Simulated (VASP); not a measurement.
# AlN (Fm-3m) in VASP: notebook, part 2 of 2

VASP 6.6.1.

## (5) Relaxation of the atoms, PBEsol

Contents of INCAR:

```
PREC = Accurate
ENCUT = 600
EDIFF = 1E-7
ISMEAR = 0
SIGMA = 0.03
LREAL = F
LASPH = T
NELM = 80
ALGO = Normal
ISIF = 2
LWAVE = F
LCHARG = F
GGA = PS
IBRION = 2
NSW = 40
EDIFFG = -0.01
```

Contents of KPOINTS:

```
Automatic mesh
0
Gamma
  12 12 12
```

Contents of POSCAR:

```
AlN                                     
1.0
    0.0000000000      2.0219626571      2.0219626571
    2.0219626571      0.0000000000      2.0219626571
    2.0219626571      2.0219626571      0.0000000000
  Al              N             
     1     1
Direct
     0.5000000000000000    0.5000000000000000    0.5000000000000000
     0.0000000000000000    0.0000000000000000    0.0000000000000000
```

Potentials or basis: VASP PAW PBE potentials, release 64 (Al, N).

Launch:

```
cat potpaw_PBE.64/Al/POTCAR potpaw_PBE.64/N/POTCAR > POTCAR
mpirun -np 1 vasp_std > vasp.out
```

OUTCAR:

```text
PREC = Accurate
   ENCUT = 600
   EDIFF = 1E-7
   ISMEAR = 0
   LREAL = F
   LASPH = T
   NELM = 80
   ISIF = 2
   GGA = PS
   IBRION = 2
   NSW = 40
   EDIFFG = -0.01

 ion  position               nearest neighbor table
   1  0.500  0.500  0.500-   2 2.02   2 2.02   2 2.02   2 2.02   2 2.02   2 2.02
   2  0.000  0.000  0.000-   1 2.02   1 2.02   1 2.02   1 2.02   1 2.02   1 2.02

  LATTYP: Found a face centered cubic cell.
 ALAT       =     4.0439253142

  Lattice vectors:

 A1 = (   0.0000000000,   2.0219626571,   2.0219626571)
 A2 = (   2.0219626571,   0.0000000000,   2.0219626571)
 A3 = (   2.0219626571,   2.0219626571,   0.0000000000)

Analysis of symmetry for initial positions (statically):
=====================================================================
 Subroutine PRICEL returns:
 Original cell was already a primitive cell.

 Routine SETGRP: Setting up the symmetry group for a
 face centered cubic supercell.

 Subroutine GETGRP returns: Found 48 space group operations
 (whereof 48 operations were pure point group operations)
 out of a pool of 48 trial point group operations.

The static configuration has the point symmetry O_h .

Analysis of symmetry for dynamics (positions and initial velocities):
=====================================================================
 Subroutine PRICEL returns:
 Original cell was already a primitive cell.

 Routine SETGRP: Setting up the symmetry group for a
 face centered cubic supercell.

 Subroutine GETGRP returns: Found 48 space group operations
 (whereof 48 operations were pure point group operations)
 out of a pool of 48 trial point group operations.

The dynamic configuration has the point symmetry O_h .

 Subroutine INISYM returns: Found 48 space group operations
 (whereof 48 operations are pure point group operations),
 and found     1 'primitive' translations

----------------------------------------------------------------------------------------

                                     Primitive cell

  volume of cell :      16.5329

  direct lattice vectors                    reciprocal lattice vectors
     0.000000000  2.021962657  2.021962657    -0.247284488  0.247284488  0.247284488
     2.021962657  0.000000000  2.021962657     0.247284488 -0.247284488  0.247284488
     2.021962657  2.021962657  0.000000000     0.247284488  0.247284488 -0.247284488

  length of vectors
     2.859487012  2.859487012  2.859487012     0.428309297  0.428309297  0.428309297

  position of ions in fractional coordinates (direct lattice)
     0.500000000  0.500000000  0.500000000
     0.000000000  0.000000000  0.000000000

  ion indices of the primitive-cell ions
   primitive index   ion index
                 1           1
                 2           2

----------------------------------------------------------------------------------------

 KPOINTS: Automatic mesh

Automatic generation of k-mesh.
 Grid dimensions read from file:
 generate k-points for:   12   12   12

 Generating k-lattice:

  Cartesian coordinates                     Fractional coordinates (reciprocal lattice)
    -0.020607041  0.020607041  0.020607041     0.083333333  0.000000000  0.000000000
     0.020607041 -0.020607041  0.020607041     0.000000000  0.083333333  0.000000000
     0.020607041  0.020607041 -0.020607041     0.000000000  0.000000000  0.083333333

  Length of vectors
     0.035692441  0.035692441  0.035692441

  Shift w.r.t. Gamma in fractional coordinates (k-lattice)
     0.000000000  0.000000000  0.000000000

 Subroutine IBZKPT returns following result:
 ===========================================

 Found     72 irreducible k-points:

 Following reciprocal coordinates:
            Coordinates               Weight
  0.000000  0.000000  0.000000      1.000000
  0.083333  0.000000  0.000000      8.000000
  0.166667  0.000000  0.000000      8.000000
  0.250000  0.000000  0.000000      8.000000
  0.333333  0.000000  0.000000      8.000000
  0.416667  0.000000  0.000000      8.000000
[... 16 lines left out ...]
  0.500000  0.166667  0.000000     24.000000
 -0.416667  0.166667  0.000000     24.000000
 [... further k-points ...]
   k-points           NKPTS =     72   k-points in BZ     NKDIM =     72   number of bands    NBANDS=      8
   number of dos      NEDOS =    301   number of ions     NIONS =      2
   total plane-waves  NPLWV =  13824
   dimension x,y,z NGX =    24 NGY =   24 NGZ =   24
   dimension x,y,z NGXF=    48 NGYF=   48 NGZF=   48
   ions per type =               1   1
   NGX,Y,Z   is equivalent  to a cutoff of  13.95, 13.95, 13.95 a.u.
   NGXF,Y,Z  is equivalent  to a cutoff of  27.91, 27.91, 27.91 a.u.
 SYSTEM =  unknown system
   PREC   = accura    normal or accurate (medium, high low for compatibility)
   ISTART =      0    job   : 0-new  1-cont  2-samecut
   ICHARG =      2    charge: 1-file 2-atom 10-const
   ISPIN  =      1    spin polarized calculation?
   LNONCOLLINEAR =      F non collinear calculations
   LSORBIT =      F    spin-orbit coupling
   LASPH  =      T    aspherical Exc in radial PAW
   ENCUT  =  600.0 eV  44.10 Ry    6.64 a.u.   5.71  5.71  5.71*2*pi/ulx,y,z
   NELM   =     80;   NELMIN=  2; NELMDL= -5     # of ELM steps
   EDIFF  = 0.1E-06   stopping-criterion for ELM
   LREAL  =      F    real-space projection
   EDIFFG = -.1E-01   stopping-criterion for IOM
   NSW    =     40    number of steps for IOM
   IBRION =      2    ionic relax: 0-MD 1-quasi-New 2-CG
   NFREE  =      1    steps in history (QN), initial steepest desc. (CG)
   ISIF   =      2    stress and relaxation
   ISYM   =      2    0-nonsym 1-usesym 2-fastsym
   POTIM  = 0.5000    time-step for ionic-motion
   TEBEG  =    0.0;   TEEND  =   0.0 temperature during run
   PSTRESS=    0.0 pullay stress
   NELECT =       8.0000    total number of electrons
   NUPDOWN=      -1.0000    fix difference up-down
   EMIN   =  10.00;   EMAX   =-10.00  energy-range for DOS
   EFERMI =   0.00;   METHOD = LEGACY
   ISMEAR =     0;   SIGMA  =   0.03  broadening in eV -4-tet -1-fermi 0-gaus
   EFERMI_NEDOS =   21; number of points for ismear=-14 and -15
   IALGO  =     38    algorithm
   IMIX   =      4    mixing-type and parameters
     AMIX     =   0.40;   BMIX     =  1.00
     AMIX_MAG =   1.60;   BMIX_MAG =  1.00
  volume/ion in A,a.u.               =       8.27        55.78
  Fermi-wavevector in a.u.,A,eV,Ry     =   1.285252  2.428775 22.475100  1.651873
  Thomas-Fermi vector in A             =   2.417398
   LORBIT       =      0    0 simple, 1 ext, 2 COOP (PROOUT), +10 PAW based schemes
   GGA     = PS    functional components
   LHFCALC =     F    Hartree Fock is set to
   AEXX    =    0.0000 exact exchange contribution
   IVDW    =     0    specifies the selected vdW correction
   LEPSILON=     F    determine dielectric tensor
   LRPA    =     F    only Hartree local field effects (RPA)
 conjugate gradient relaxation of ions
 non-spin polarized calculation
 Gauss-broadening in eV      SIGMA  =   0.03
  energy-cutoff  :      600.00
  volume of cell :       16.53
 maximum number of plane-waves:       568
   NGX = 11   NGY = 11   NGZ = 11

 number of electron       7.9999999 magnetization

 Free energy of the ion-electron system (eV)
  ---------------------------------------------------
  ext. energy  EPLUGINS =         0.00000000
  ---------------------------------------------------
  free energy    TOTEN  =       -15.45076221 eV

  energy without entropy =      -15.45076221  energy(sigma->0) =      -15.45076221

 E-fermi :  10.0738     XC(G=0): -12.4502

 val. band max:        9.8803983223   @ k =   0.0000   0.0000   0.0000
 cond. band min:      14.4307479414   @ k =   0.5000   0.5000   0.0000
 fundamental gap:      4.5503496191
 Fermi energy:        10.0737548049

 k-point     1 :       0.0000    0.0000    0.0000
  band No.  band energies     occupation
      1      -7.6662      2.00000
      2       9.8804      2.00000
      3       9.8804      2.00000
      4       9.8804      2.00000
      5      15.5437      0.00000
      6      21.9047      0.00000
      7      21.9047      0.00000
      8      21.9047      0.00000
[... 243 lines left out ...]
 k-point    24 :      -0.4167    0.1667    0.0000
  band No.  band energies     occupation
      1      -4.0973      2.00000
      2       2.1196      2.00000
      3       6.8094      2.00000
      4       8.4504      2.00000
      5      17.2919      0.00000
      6      19.2734      0.00000
      7      21.8554      0.00000
      8      22.5557      0.00000

 [... further k-points ...]

------------------------ aborting loop because EDIFF is reached ----------------------------------------

  FORCE on cell =-STRESS in cart. coord.  units (eV):
  Direction    XX          YY          ZZ          XY          YZ          ZX
  --------------------------------------------------------------------------------------
  -------------------------------------------------------------------------------------
  Total        0.0007412      0.0007412      0.0007412     -0.0000000      0.0000000     -0.0000000
  in kB        0.0718241      0.0718241      0.0718241     -0.0000000      0.0000000     -0.0000000
  external PRESSURE =       0.0718241 kB  Pullay stress =       0.0000000 kB

 VOLUME and BASIS-vectors are now :
 -----------------------------------------------------------------------------
  energy-cutoff  :      600.00
  volume of cell :       16.53
      direct lattice vectors                 reciprocal lattice vectors
     0.000000000  2.021962657  2.021962657    -0.247284488  0.247284488  0.247284488
     2.021962657  0.000000000  2.021962657     0.247284488 -0.247284488  0.247284488
     2.021962657  2.021962657  0.000000000     0.247284488  0.247284488 -0.247284488

 POSITION                                       TOTAL-FORCE (eV/Angst)
 -----------------------------------------------------------------------------------
      2.02196      2.02196      2.02196         0.000000     -0.000000     -0.000000
      0.00000      0.00000      0.00000        -0.000000      0.000000      0.000000
 -----------------------------------------------------------------------------------
    total drift:                                0.000000     -0.000000     -0.000000

  FREE ENERGIE OF THE ION-ELECTRON SYSTEM (eV)
  ---------------------------------------------------
  free  energy   TOTEN  =       -15.4507622080 eV

  energy  without entropy=      -15.4507622080  energy(sigma->0) =      -15.45076221

 reached required accuracy - stopping structural energy minimisation
```

OSZICAR:

```text
N       E                     dE             d eps       ncg     rms          rms(c)
DAV:   1     0.100554196236E+02    0.10055E+02   -0.45054E+03  1168   0.103E+03
DAV:   2    -0.166618615515E+02   -0.26717E+02   -0.25449E+02  1688   0.148E+02
DAV:   3    -0.170645307991E+02   -0.40267E+00   -0.40267E+00  1392   0.220E+01
DAV:   4    -0.170653710860E+02   -0.84029E-03   -0.84029E-03  1768   0.911E-01
DAV:   5    -0.170653720276E+02   -0.94163E-06   -0.94163E-06  1400   0.215E-02    0.727E+00
DAV:   6    -0.154945360315E+02    0.15708E+01   -0.78490E+00  1432   0.196E+01    0.276E+00
DAV:   7    -0.154640347773E+02    0.30501E-01   -0.12002E-01  1408   0.309E+00    0.170E+00
DAV:   8    -0.154507781516E+02    0.13257E-01   -0.10493E-02  1184   0.136E+00    0.258E-01
DAV:   9    -0.154507463870E+02    0.31765E-04   -0.31447E-04  1720   0.140E-01    0.145E-01
DAV:  10    -0.154507630966E+02   -0.16710E-04   -0.21447E-05  1352   0.503E-02    0.254E-02
DAV:  11    -0.154507623162E+02    0.78043E-06   -0.17470E-06  1568   0.105E-02    0.484E-03
DAV:  12    -0.154507622059E+02    0.11032E-06   -0.13915E-07   856   0.371E-03    0.342E-04
DAV:  13    -0.154507622080E+02   -0.21422E-08   -0.58182E-09   656   0.130E-03
   1 F= -.15450762E+02 E0= -.15450762E+02  d E =-.154508E+02
```

CONTCAR:

```text
AlN
   1.00000000000000
     0.0000000000000000    2.0219626571000000    2.0219626571000000
     2.0219626571000000    0.0000000000000000    2.0219626571000000
     2.0219626571000000    2.0219626571000000    0.0000000000000000
  Al              N
     1     1
Direct
     0.5000000000000000    0.5000000000000000    0.5000000000000000
     0.0000000000000000    0.0000000000000000    0.0000000000000000

  0.00000000E+00  0.00000000E+00  0.00000000E+00
  0.00000000E+00  0.00000000E+00  0.00000000E+00
```

Run time: 4.3 s. Hardware: 1 thread of Intel Xeon 6975P-C (Granite Rapids), shared host; peak memory 0.13 GiB.

What came out:

```yaml
Free_energy: -15.4508 eV
Pressure_after_relaxing: 0.0 GPa
Band_gap_on_the_k_mesh: 4.55 eV, indirect (least direct gap 5.66 eV)
```

Final structure:
```cif
data_structure
_symmetry_space_group_name_H-M 'P 1'
_symmetry_Int_Tables_number 1
_cell_length_a 2.8595
_cell_length_b 2.8595
_cell_length_c 2.8595
_cell_angle_alpha 60.000
_cell_angle_beta 60.000
_cell_angle_gamma 60.000
_cell_volume 16.53
loop_
_atom_site_label
_atom_site_type_symbol
_atom_site_fract_x
_atom_site_fract_y
_atom_site_fract_z
_atom_site_occupancy
Al1 Al 0.50000 0.50000 0.50000 1
N1 N 0.00000 0.00000 0.00000 1
```

Caveat: the relaxation stopped at its first step, so nothing moved; the PAW data sets were made with another functional, which shifts forces and pressure a little. A k mesh can miss the band edges.

## (6) Relaxation of the atoms, PBEsol (a relaxed cell with its volume scaled by 1.02)

INCAR is that of step 5.

KPOINTS is that of step 5.

Contents of POSCAR:

```
AlN                                     
1.0
    0.0000000000      2.0353535285      2.0353535285
    2.0353535285      0.0000000000      2.0353535285
    2.0353535285      2.0353535285      0.0000000000
  Al              N             
     1     1
Direct
     0.5000000000000000    0.5000000000000000    0.5000000000000000
     0.0000000000000000    0.0000000000000000    0.0000000000000000
```

Potentials or basis: VASP PAW PBE potentials, release 64 (Al, N).

Launch:

```
cat potpaw_PBE.64/Al/POTCAR potpaw_PBE.64/N/POTCAR > POTCAR
mpirun -np 1 vasp_std > vasp.out
```

Run time: 4.2 s. Hardware: 1 thread of Intel Xeon 6975P-C (Granite Rapids), shared host; peak memory 0.14 GiB.

It converged, with:

* Free energy: -15.4461 eV
* Pressure after relaxing: -5.0 GPa
* Band gap on the k mesh: 4.36 eV, indirect (least direct gap 5.38 eV)

Final structure:
```
Al N
1.0
     0.00000    2.03535    2.03535
     2.03535    0.00000    2.03535
     2.03535    2.03535    0.00000
Al N
1 1
Direct
  0.50000 0.50000 0.50000
  0.00000 0.00000 0.00000
```

Levels at points of the mesh, in eV from the valence-band top:
```tsv
k point	band 2	band 3	band 4	band 5	band 6	band 7
(0.00, 0.00, 0.00)	0.00	0.00	0.00	5.38	11.96	11.96
(0.50, 0.00, 0.00)	-8.24	-1.05	-1.05	5.92	10.74	10.74
(0.50, 0.50, 0.00)	-7.31	-2.77	-2.77	4.36	5.17	13.72
```

Caveat: the relaxation stopped at its first step, so nothing moved; the PAW data sets were made with another functional, which shifts forces and pressure a little. A k mesh can miss the band edges.

## (7) Overview

```csv
cell,gap on the mesh (eV),pressure (GPa)
atoms relaxed from: a relaxed cell with its volume scaled by 0.94,5.02,18.5
atoms relaxed from: a relaxed cell with its volume scaled by 0.96,4.95,11.7
atoms relaxed from: a relaxed cell with its volume scaled by 0.98,4.74,5.6
atoms relaxed,4.55,0.0
atoms relaxed from: a relaxed cell with its volume scaled by 1.02,4.36,-5.0
```

Alike in all rows: task relaxation of the atoms; level PBEsol; potentials or basis VASP PAW PBE potentials, release 64 (Al, N); no spin polarisation; k mesh 12 × 12 × 12; cutoff (eV) 600; smearing gaussian 0.03 eV.

Caveats: the relaxation stopped at its first step, so nothing moved; the PAW data sets were made with another functional, which shifts forces and pressure a little.

Absolute energies hang on the potentials; compare differences alone.
